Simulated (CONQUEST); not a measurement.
# Ag (P-1) in CONQUEST: convergence with k mesh

Aim: find how far k mesh must go before the results for Ag settle, at PBE. This setting moves, with any that are tied to it; all else stays.

All numbers are computed with CONQUEST 1.3; they aren't measurements. Logs are shortened: lines on timing, memory, paths and dates and some standing lists are left out, and cuts for length are marked.

### 1 The cell of the first run

The typed cell holds 2 atoms: a = 2.889 Å, b = 2.889 Å, c = 4.085 Å, α = 90.00°, β = 90.00°, γ = 90.00°.

The cell isn't the ideal one: atoms moved at random.

### 2 With k mesh 2 × 2 × 1

File Conquest_input:

```
IO.Title Ag
IO.Coordinates coords.dat
IO.FractionalAtomicCoords T
IO.Iprint 2
IO.Iprint_init 1
General.NumberOfSpecies 1
General.PseudopotentialType hamann
AtomMove.TypeOfRun static
AtomMove.FullStress T
Grid.GridCutoff 120
DM.SolutionMethod diagon
Diag.MPMesh T
Diag.GammaCentred T
Diag.MPMeshX 2
Diag.MPMeshY 2
Diag.MPMeshZ 1
Diag.kT 0.00183747
minE.SCTolerance 1e-6
SC.MaxIters 100
IO.AtomChargeOutput T
%block ChemicalSpeciesLabel
1 107.870 Ag
%endblock
```

File coords.dat:

```
    5.4592009926     0.0000000000     0.0000000000
    0.0000000000     5.4592009926     0.0000000000
    0.0000000000     0.0000000000     7.7204760822
2
 -0.0010090000   0.0110840000   0.0122110000 1 T T T
  0.4811810000   0.4973290000   0.4991490000 1 T T T
```

Potentials or basis: PseudoDojo NC PBE, SZP, grid cutoff 120 Ha.

The run is started by

```
> OMP_NUM_THREADS=1 Conquest
```

The log of the run:

```text
Simulation cell dimensions:     5.4592 a0 x     5.4592 a0 x     7.7205 a0

      Atomic coordinates (a0)
         Atom         X         Y         Z  Species
            1    5.4537    0.0605    0.0943        1
            2    2.6269    2.7150    3.8537        1

         Monkhorst-Pack mesh:   2 x   2 x   1 gamma-centred
        This calculation includes non-local pseudopotentials,
         with a maximum core radius of      7.33347369

    Job title: Ag
    Job to be run: static calculation

[... 5 lines left out ...]
      Using Fermi-Dirac smearing

    Integration grid size:     32 x   32 x   40

    Integration grid spacing:  0.171 a0 x 0.171 a0 x 0.193 a0

    Number of species:  1
    --------------------------------------------------------
    |   #  mass (au)  Charge (e)  SF Rad (a0)  NSF  Label  |
    --------------------------------------------------------
    |   1    107.870      19.000        7.527   13  Ag     |
    --------------------------------------------------------
          SCF tolerance:                 0.00000100
          SCF iterations:               100

    The functional used will be GGA PBE96

           radial cut-off to be used is taken to be max PAO cut-off radius for this species:    7.333474

           greatest ang. mom. for making density from PAOs:  2
    Minimum blocs/proc is      640. Maximum blocs/proc is      640
    set_atom_dens: In set_atomic_density, electrons :      38.000000000000
 matrix_size & matrix_size_padH =           26          26

    Screened ion int: energy:    -256.728020061485 Ha

    new_SC_potl: Starting.  Tolerance:  0.10000E-05

    PulayMixSC: Starting Pulay mixing, A_up =  0.500 A_dn =  0.500
    PulayMixSC: Spin non-polarised calculation.
          Harris-Foulkes Energy            :      -309.964893824605042 Ha
          GroundState Energy (E-(1/2)TS)   :      -309.965709002734570 Ha
          Free Energy (E-TS)               :      -309.966524180864099 Ha
          DFT Total Energy                 :      -309.957546457231388 Ha
          Total number of electrons        :        37.999999999999922
    PulayMixSC: Pulay iteration     1 residual:              0.12604E-02
          Harris-Foulkes Energy            :      -309.960127464626737 Ha
          GroundState Energy (E-(1/2)TS)   :      -309.961026175964321 Ha
          Free Energy (E-TS)               :      -309.961924887301905 Ha
          DFT Total Energy                 :      -309.959582630720888 Ha
          Total number of electrons        :        38.000012328074163
    PulayMixSC: Pulay iteration     2 residual:              0.40553E-03
          Harris-Foulkes Energy            :      -309.959767275525508 Ha
          GroundState Energy (E-(1/2)TS)   :      -309.960682004733371 Ha
          Free Energy (E-TS)               :      -309.961596733941235 Ha
          DFT Total Energy                 :      -309.959261186800461 Ha
          Total number of electrons        :        38.000020868060147
    PulayMixSC: Pulay iteration     3 residual:              0.25977E-03
          Harris-Foulkes Energy            :      -309.959834996589848 Ha
          GroundState Energy (E-(1/2)TS)   :      -309.960735980978541 Ha
          Free Energy (E-TS)               :      -309.961636965367234 Ha
          DFT Total Energy                 :      -309.958826827582243 Ha
          Total number of electrons        :        38.000021608677386
    PulayMixSC: Pulay iteration     4 residual:              0.34973E-03
          Harris-Foulkes Energy            :      -309.959708556881196 Ha
          GroundState Energy (E-(1/2)TS)   :      -309.960630751876010 Ha
          Free Energy (E-TS)               :      -309.961552946870825 Ha
          DFT Total Energy                 :      -309.959708066928556 Ha
          Total number of electrons        :        38.000023390126792
    PulayMixSC: Pulay iteration     5 residual:              0.16691E-04
          Harris-Foulkes Energy            :      -309.959705133828777 Ha
          GroundState Energy (E-(1/2)TS)   :      -309.960628687979010 Ha
          Free Energy (E-TS)               :      -309.961552242129244 Ha
          DFT Total Energy                 :      -309.959705088220232 Ha
          Total number of electrons        :        38.000024188270416
    PulayMixSC: Pulay iteration     6 residual:              0.42501E-05
          Harris-Foulkes Energy            :      -309.959703442177727 Ha
          GroundState Energy (E-(1/2)TS)   :      -309.960627860190641 Ha
          Free Energy (E-TS)               :      -309.961552278203499 Ha
          DFT Total Energy                 :      -309.959703441552620 Ha
          Total number of electrons        :        38.000022764804427
    PulayMixSC: Pulay iteration     7 residual:              0.87185E-06
    PulayMixSC: Reached SCF tolerance of  0.87185E-06 after      7 iterations
      | Number of electrons      =        38.000023
      |* band energy as 2Tr[K.H] =       -46.837650701314402 Ha
      |  screened ion-ion energy =      -256.728020061485267 Ha
      |  Ha correction           =         1.124318957658524 Ha
      |  XC correction           =        -7.518351888970115 Ha
      | GS Energy as E-(1/2)TS   =      -309.960627860190641 Ha
      | Free Energy as E-TS      =      -309.961552278203499 Ha
      |* Harris-Foulkes energy   =      -309.959703442177727 Ha
      |* DFT total energy        =      -309.959703441552620 Ha
      |  estimated accuracy      =        -0.000000000625107 Ha

    force: Forces on atoms (Ha/a0)
    force:  Atom   X              Y              Z
    force:     1   0.0020533622   0.0017955808  -0.0064176733
    force:     2  -0.0021362907  -0.0017883287   0.0062296401

    force: Maximum force :        0.00641767(Ha/a0) on atom         1 in z direction
    force: Force Residual:        0.00689917 Ha/a0
    force: Total stress:        -41.96035823    -0.00580621    -0.21307566 GPa
                            -0.00580621   -42.48645857    -0.16347321
                            -0.21307566    -0.16347321     8.02586104
    force: Average pressure:     25.47365192 GPa

    force: Finished force
    get_E_and_F: Change in energy during last step of electronic optimisation:  0.16917E-05

    BIBLIOGRAPHY: Please consider citing the following references in the conquest.bib file

    CONQUEST:         Bowler2002pt, Miyazaki2004, Nakata2020
    Basis:            Bowler2019
    DM:               Bowler:2006xr
    Pseudopotentials: Hamann2013, Bowler2019
    XC functional:    Perdew1996
```

It took 12 s on 1 thread of Intel Xeon Platinum 8488C (Sapphire Rapids), shared host; peak memory 0.35 GiB.

What came out:

| Quantity | Value |
| --- | --- |
| Free energy | -8434.4835 eV |
| Pressure | 25.5 GPa |
| Largest force | 0.359 eV/Å |
| Band gap on the k mesh | none (metal or under the smearing width) |

### 3 With k mesh 2 × 2 × 2

Conquest_input, as its differences from that of step 2:

```diff
@@ -15,3 +15,3 @@
 Diag.MPMeshY 2
-Diag.MPMeshZ 1
+Diag.MPMeshZ 2
 Diag.kT 0.00183747
```

coords.dat is that of step 2.

Potentials or basis: PseudoDojo NC PBE, SZP, grid cutoff 120 Ha.

The run is started by

```
> OMP_NUM_THREADS=1 Conquest
```

Run time: 16 s. Hardware: 1 thread of Intel Xeon Platinum 8488C (Sapphire Rapids), shared host; peak memory 0.35 GiB.

Results:

```
Free energy            : -8434.2838 eV
Pressure               : 19.9 GPa
Largest force          : 0.406 eV/Å
Band gap on the k mesh : none (metal or under the smearing width)
```

### 4 With k mesh 3 × 3 × 2

Conquest_input, as its differences from that of step 3:

```diff
@@ -13,4 +13,4 @@
 Diag.GammaCentred T
-Diag.MPMeshX 2
-Diag.MPMeshY 2
+Diag.MPMeshX 3
+Diag.MPMeshY 3
 Diag.MPMeshZ 2
```

coords.dat is that of step 3.

The run is started by

```
> OMP_NUM_THREADS=1 Conquest
```

Run time: 14 s. Hardware: 1 thread of Intel Xeon Platinum 8488C (Sapphire Rapids), shared host; peak memory 0.35 GiB.

Results:

- Free energy: -8436.3100 eV
- Pressure: 5.1 GPa
- Largest force: 0.389 eV/Å
- Band gap on the k mesh: none (metal or under the smearing width)

### 5 With k mesh 4 × 4 × 3

Conquest_input, as its differences from that of step 4:

```diff
@@ -13,5 +13,5 @@
 Diag.GammaCentred T
-Diag.MPMeshX 3
-Diag.MPMeshY 3
-Diag.MPMeshZ 2
+Diag.MPMeshX 4
+Diag.MPMeshY 4
+Diag.MPMeshZ 3
 Diag.kT 0.00183747
```

coords.dat is that of step 4.

The run is started by

```
> OMP_NUM_THREADS=1 Conquest
```

It took 13 s on 1 thread of Intel Xeon Platinum 8488C (Sapphire Rapids), shared host; peak memory 0.35 GiB.

Results:

- Free energy: -8435.7405 eV
- Pressure: 7.8 GPa
- Largest force: 0.450 eV/Å
- Band gap on the k mesh: none (metal or under the smearing width)

### 6 With k mesh 5 × 5 × 4

Conquest_input, as its differences from that of step 5:

```diff
@@ -13,5 +13,5 @@
 Diag.GammaCentred T
-Diag.MPMeshX 4
-Diag.MPMeshY 4
-Diag.MPMeshZ 3
+Diag.MPMeshX 5
+Diag.MPMeshY 5
+Diag.MPMeshZ 4
 Diag.kT 0.00183747
```

coords.dat is that of step 5.

Potentials or basis: PseudoDojo NC PBE, SZP, grid cutoff 120 Ha.

The run is started by

```
> OMP_NUM_THREADS=1 Conquest
```

Run time: 14 s. Hardware: 1 thread of Intel Xeon Platinum 8488C (Sapphire Rapids), shared host; peak memory 0.35 GiB.

It converged, with:

```yaml
Free_energy: -8436.0108 eV
Pressure: 7.1 GPa
Largest_force: 0.435 eV/Å
Band_gap_on_the_k_mesh: none (metal or under the smearing width)
```

### 7 With k mesh 7 × 7 × 5

Conquest_input, as its differences from that of step 6:

```diff
@@ -13,5 +13,5 @@
 Diag.GammaCentred T
-Diag.MPMeshX 5
-Diag.MPMeshY 5
-Diag.MPMeshZ 4
+Diag.MPMeshX 7
+Diag.MPMeshY 7
+Diag.MPMeshZ 5
 Diag.kT 0.00183747
```

coords.dat is that of step 6.

The run is started by

```
> OMP_NUM_THREADS=1 Conquest
```

Run time: 17 s. Hardware: 1 thread of Intel Xeon Platinum 8488C (Sapphire Rapids), shared host; peak memory 0.34 GiB.

The run converged. Its results:

```yaml
Free_energy: -8435.9689 eV
Pressure: 7.9 GPa
Largest_force: 0.439 eV/Å
Band_gap_on_the_k_mesh: none (metal or under the smearing width)
```

### 8 With k mesh 8 × 8 × 6

Conquest_input, as its differences from that of step 7:

```diff
@@ -13,5 +13,5 @@
 Diag.GammaCentred T
-Diag.MPMeshX 7
-Diag.MPMeshY 7
-Diag.MPMeshZ 5
+Diag.MPMeshX 8
+Diag.MPMeshY 8
+Diag.MPMeshZ 6
 Diag.kT 0.00183747
```

coords.dat is that of step 7.

The run is started by

```
> OMP_NUM_THREADS=1 Conquest
```

Wall time 23 s (1 thread of Intel Xeon Platinum 8488C (Sapphire Rapids), shared host); peak memory 0.35 GiB.

Results (log left out):

| Quantity | Value |
| --- | --- |
| Free energy | -8435.9322 eV |
| Pressure | 7.9 GPa |
| Largest force | 0.449 eV/Å |
| Band gap on the k mesh | none (metal or under the smearing width) |

### 9 With k mesh 9 × 9 × 7

Conquest_input, as its differences from that of step 8:

```diff
@@ -13,5 +13,5 @@
 Diag.GammaCentred T
-Diag.MPMeshX 8
-Diag.MPMeshY 8
-Diag.MPMeshZ 6
+Diag.MPMeshX 9
+Diag.MPMeshY 9
+Diag.MPMeshZ 7
 Diag.kT 0.00183747
```

coords.dat is that of step 8.

Potentials or basis: PseudoDojo NC PBE, SZP, grid cutoff 120 Ha.

The run is started by

```
> OMP_NUM_THREADS=1 Conquest
```

Run time: 26 s. Hardware: 1 thread of Intel Xeon Platinum 8488C (Sapphire Rapids), shared host; peak memory 0.34 GiB.

Results (log left out):

```yaml
Free_energy: -8435.9588 eV
Pressure: 7.6 GPa
Largest_force: 0.446 eV/Å
Band_gap_on_the_k_mesh: none (metal or under the smearing width)
```

### 10 With k mesh 11 × 11 × 8

Conquest_input, as its differences from that of step 9:

```diff
@@ -13,5 +13,5 @@
 Diag.GammaCentred T
-Diag.MPMeshX 9
-Diag.MPMeshY 9
-Diag.MPMeshZ 7
+Diag.MPMeshX 11
+Diag.MPMeshY 11
+Diag.MPMeshZ 8
 Diag.kT 0.00183747
```

coords.dat is that of step 9.

The run is started by

```
> OMP_NUM_THREADS=1 Conquest
```

It took 38 s on 1 thread of Intel Xeon Platinum 8488C (Sapphire Rapids), shared host; peak memory 0.34 GiB.

It converged, with:

```
Free energy            : -8435.9444 eV
Pressure               : 7.7 GPa
Largest force          : 0.446 eV/Å
Band gap on the k mesh : none (metal or under the smearing width)
```

### 11 With k mesh 13 × 13 × 10

Conquest_input, as its differences from that of step 10:

```diff
@@ -13,5 +13,5 @@
 Diag.GammaCentred T
-Diag.MPMeshX 11
-Diag.MPMeshY 11
-Diag.MPMeshZ 8
+Diag.MPMeshX 13
+Diag.MPMeshY 13
+Diag.MPMeshZ 10
 Diag.kT 0.00183747
```

coords.dat is that of step 10.

The run is started by

```
> OMP_NUM_THREADS=1 Conquest
```

Run time: 55 s. Hardware: 1 thread of Intel Xeon Platinum 8488C (Sapphire Rapids), shared host; peak memory 0.35 GiB.

Results (log left out):

* Free energy: -8435.9396 eV
* Pressure: 7.7 GPa
* Largest force: 0.447 eV/Å
* Band gap on the k mesh: none (metal or under the smearing width)

### 12 Summary

```csv
k mesh,"energy less the tightest run, at zero smearing (meV/atom)",pressure (GPa),largest force (eV/Å),SCF cycles,CPU time (s),peak memory (GiB)
2 × 2 × 1,739.54,25.47,0.359,7,12,0.35
2 × 2 × 2,841.65,19.94,0.406,9,16,0.35
3 × 3 × 2,-182.56,5.11,0.389,6,14,0.35
4 × 4 × 3,100.12,7.83,0.450,5,13,0.35
5 × 5 × 4,-34.28,7.06,0.435,5,14,0.35
7 × 7 × 5,-14.46,7.94,0.439,5,17,0.34
8 × 8 × 6,3.05,7.93,0.449,5,23,0.35
9 × 9 × 7,-9.99,7.64,0.446,5,26,0.34
11 × 11 × 8,-2.65,7.73,0.446,5,37,0.34
13 × 13 × 10,0.00,7.70,0.447,5,55,0.35
```

Against the tightest run, the pressure stays within 0.1 GPa from 9 × 9 × 7 on; the largest force stays within 0.005 eV/Å from 8 × 8 × 6 on. Not settled before the last step: the energy (to 1 meV/atom). Meshes of other sizes hit other points, so gaps and Fermi surfaces needn't settle smoothly. The tightest run that finished is the yardstick and may itself not be fully converged.

Caveats: the atomic basis is small; the basis of atomic orbitals isn't converged, which shifts pressures, moduli and gaps.
